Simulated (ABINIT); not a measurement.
Write the native input for ABINIT 10.8.3 (patched build) that does the following.

- Task: single point
- Functional: PBE
- Potentials or basis: JTH PAW PBE v2.0
- Cutoff: 463 eV
- k mesh: 10 × 8 × 7
- Occupations: fermi-dirac, width 0.05 eV
- Spin: no spin polarisation
- Fine-grid cutoff: 925.187 eV
- Exchange and correlation inside the PAW spheres: full angular mesh (pawxcdev 0, this build's default; the released program takes 1)

The system is Ga.

```xyz
2
Lattice="2.7784 0.0000 0.0000 0.0000 3.2816 0.0000 -1.3434 0.0000 3.9903" Properties=species:S:1:pos:R:3 pbc="T T T"
Ga   -0.6607    2.4612    3.0732
Ga    2.0957    0.8204    0.9171
```

This isn't the form of Ga at room conditions, which is orthorhombic.

The input as run:

run.abi

```
pp_dirpath "./"
pseudos "Ga.GGA_PBE-JTH.xml"

acell 3*1.0
rprim
     5.2504567991     0.0000000000     0.0000000000
     0.0000000000     6.2013418613     0.0000000000
    -2.5387168437     0.0000000000     7.5405234656
ntypat 1
znucl 31
natom 2
typat 1 1
xcart
    -0.6607008214     2.4612065925     3.0731760430
     2.0956918077     0.8204021975     0.9170971333 Angstrom
chkprim 0
chksymtnons 0
tolsym 1.0e-6

ecut 462.593566 eV
pawecutdg 34.0

kptopt 1
ngkpt 10 8 7
nshiftk 1
shiftk 0.0 0.0 0.0

ixc 11

nband 17
occopt 3
tsmear 0.00183747

nstep 100
tolvrs 1.0e-9

iomode 3
prtwf 0
prteig 0
prtebands 0
enunit 1
prtden 1
prtvha 1
prtvclmb 1
prtpot 1
```

Potentials or basis: JTH PAW PBE v2.0.

Run with:

```bash
$ abinit run.abi > log 2>&1
```

Results of the run:

```
Pressure                                              : 2.8 GPa
Largest force                                         : 0.088 eV/Å
Band gap on the k mesh                                : none (metal or under the smearing width)
Valence electrons inside the program's atomic spheres : Ga 11.02 (radii [1.1132] Å)
```

It took 60 s on 1 thread of Arm Neoverse V1 (shared host), peak memory 0.16 GiB.
